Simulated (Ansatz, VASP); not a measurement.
**One calculation of Sn3S2, two programs**

INCAR

```
SYSTEM = Sn3S2
  PREC = Accurate
  ENCUT = 520
  EDIFF = 1E-6
  ISMEAR = 0
  SIGMA = 0.1
  LREAL = .False.
  LASPH = .True.
  NELM = 80
  ALGO = Normal
  ISIF = 2
  LWAVE = .False.
  LCHARG = .False.
  GGA = PE
  NBANDS = 35
```

File KPOINTS:

```
Automatic mesh
0
Gamma
  6 6 4
  0 0 0
```

Contents of POSCAR:

```
Sn3S2
1.0
    4.4231925925      0.0000000000      0.0000000000
   -2.2115962962      3.8305971509      0.0000000000
    0.0000000000      0.0000000000      6.8817691857
Sn S
3 2
Direct
    0.0000000000      0.0000000000      0.0000000000
    0.3333333333      0.6666666667      0.6450000000
    0.6666666667      0.3333333333      0.3550000000
    0.3333333333      0.6666666667      0.2450000000
    0.6666666667      0.3333333333      0.7550000000
```

Input for Ansatz:

```yaml
crystal:
  lattice:
    - [4.4231925925, 0.0, 0.0]
    - [-2.2115962962, 3.8305971509, 0.0]
    - [0.0, 0.0, 6.8817691857]
  atoms:
    - { symbol: Sn, position: [0.0, 0.0, 0.0] }
    - { symbol: Sn, position: [0.3333333333, 0.6666666667, 0.645] }
    - { symbol: Sn, position: [0.6666666667, 0.3333333333, 0.355] }
    - { symbol: S, position: [0.3333333333, 0.6666666667, 0.245] }
    - { symbol: S, position: [0.6666666667, 0.3333333333, 0.755] }
basis:
  ecutwfc: 420
kpoints:
  mp_grid: { grid: [6, 6, 4] }
hamiltonian:
  xc: pbe
scf:
  occupations: { method: gaussian, width: 0.1 }
  lower_state_search: "off"
output:
  forces: true
  stress: true
  eigenvalues: true
```

Alike in both runs: task single point; functional PBE; k mesh 6 × 6 × 4; occupations gaussian, width 0.1 eV; no spin polarisation.

|  | VASP | Ansatz |
| --- | --- | --- |
| version | VASP 6.6.1 | Ansatz 0.2.0 |
| potentials or method | VASP PAW PBE potentials, release 64 (Sn_d, S) | scalar-relativistic, plane waves, PAW |
| plane-wave cutoff (eV) | 520 | 420 |
| valence electrons in the cell | 54 | 54 |

|  | VASP | Ansatz | Ansatz less VASP |
| --- | --- | --- | --- |
| gap on the k mesh at the Fermi level (eV) | none | none | - |
| pressure (GPa) | 12.5 | 12.5 | +0.04 |
| largest component of the traceless stress (GPa) | 0.43 | 0.41 | -0.015 |
| rms of the force components (eV/Å) | 0.556 | 0.556 | 0.0000 |

Atom by atom the forces differ by 0.001 eV/Å (rms over components). A gap of «none» marks a metal or a gap that the smearing closes. The functional is the same, so the differences come from potentials, cutoffs and numerics.

Caveats: forces of over 1 eV/Å show positions far from the minimum, so gaps and moduli don't describe the material at rest.
